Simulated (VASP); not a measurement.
Ni: relaxation of cell and atoms with PBE

Crystal: Ni.

```
Ni
1.0
     0.00000    1.74975    1.74975
     1.74975    0.00000    1.74975
     1.74975    1.74975    0.00000
Ni
1
Direct
  0.00000 0.00000 0.00000
```

```json
{
 "Program": "VASP 6.6.1",
 "Task": "relaxation of cell and atoms",
 "Functional": "PBE",
 "Potentials or basis": "VASP PAW PBE potentials, release 64 (Ni)",
 "Cutoff": "520 eV",
 "k mesh": "4 × 4 × 4",
 "Occupations": "gaussian, width 0.1 eV",
 "Spin": "collinear spin, ferromagnetic start",
 "Starting moments": "[0.8] μB",
 "Further INCAR settings": "ALGO = Fast; EDIFF = 1e-07; IBRION = 2; EDIFFG = -0.002; NSW = 80; ISIF = 3"
}
```

- Relaxed volume: 10.71 Å³/atom
- Relaxed cell: a = 2.474 Å, b = 2.474 Å, c = 2.474 Å, α = 60.00°, β = 60.00°, γ = 60.00°
- Space group after relaxing (to 0.05 Å): Fm-3m (No. 225)
- Energy gained by relaxing: 0.0 meV/atom
- Ionic steps: 5
- Pressure after relaxing: 0.0 GPa
- Band gap on the k mesh: none (metal or under the smearing width)
- Net moment: 0.59 μB per cell
- Site moments: Ni +0.61 μB
- Valence electrons inside the program's atomic spheres: Ni 9.33

Final structure:
```
Ni
1.0
     0.00000    1.74946    1.74946
     1.74946    0.00000    1.74946
     1.74946    1.74946    0.00000
Ni
1
Direct
  0.00000 0.00000 0.00000
```

Levels at points of the mesh, in eV from the Fermi level:
Spin up:
```tsv
k point	band 2	band 3	band 4	band 5	band 6	band 7	band 8	band 9
(0.00, 0.00, 0.00)	-2.58	-2.58	-2.58	-1.38	-1.38	23.80	27.78	27.78
(0.50, 0.00, 0.00)	-2.56	-2.56	-0.71	-0.71	-0.39	5.69	22.28	24.89
(0.50, 0.50, 0.00)	-4.38	-0.66	-0.58	-0.58	2.39	9.28	14.91	14.91
```
Spin down:
```
           k point  band 2  band 3  band 4  band 5  band 6  band 7
(0.00, 0.00, 0.00)   -1.86   -1.86   -1.86   -0.82   -0.82   23.63
(0.50, 0.00, 0.00)   -1.97   -1.97   -0.46    0.02    0.02    6.09
(0.50, 0.50, 0.00)   -3.79   -0.07    0.26    0.26    2.34    9.50
```

Run time: 9.9 s on 1 thread of AMD EPYC 7R13 Processor (Zen 3), on a shared host, peak memory 0.09 GiB.

Caveat: the k mesh is coarse (spacing up to 0.78 Å⁻¹), so the values aren't converged.
